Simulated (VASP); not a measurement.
A run of VASP 6.6.1:

INCAR

```
ALGO = Normal
EDIFF = 1E-7
ENCUT = 700
GGA = PE
ISIF = 2
ISMEAR = 1
KPAR = 2
LASPH = True
LCHARG = False
LREAL = False
LWAVE = False
NBANDS = 22
NELM = 100
PREC = Accurate
SIGMA = 0.1
```

The input KPOINTS:

```
k-points
0
Gamma
  19 19 9
```

The input POSCAR:

```
Re                                      
1.0
    2.7758849300      0.0000000000      0.0000000000
   -1.3879424600      2.4039868500      0.0000000000
    0.0000000000      0.0000000000      8.9575674587
  Re            
     4
Direct
     0.0000000000000000    0.0000000000000000    0.0000000000000000
     0.3333330000000032    0.6666669999999968    0.2500000000000000
     0.0000000000000000    0.0000000000000000    0.5000000000000000
     0.3333330000000032    0.6666669999999968    0.7500000000000000
```

Potentials or basis: VASP PAW PBE potentials, release 64 (Re).

Run with:

```bash
$ cat potpaw_PBE.64/Re/POTCAR > POTCAR
$ mpirun -np 2 vasp_std > vasp.out
```

Hardware: 2 MPI ranks on Intel(R) Xeon(R) 6975P-C (Granite Rapids) (shared host).

Question: How long does it take, and how much memory?

Answer: Run time: 79 s on 2 MPI ranks on Intel(R) Xeon(R) 6975P-C (Granite Rapids), on a shared host, peak memory 0.43 GiB a rank. Counts: scf iterations 13, k points 200.
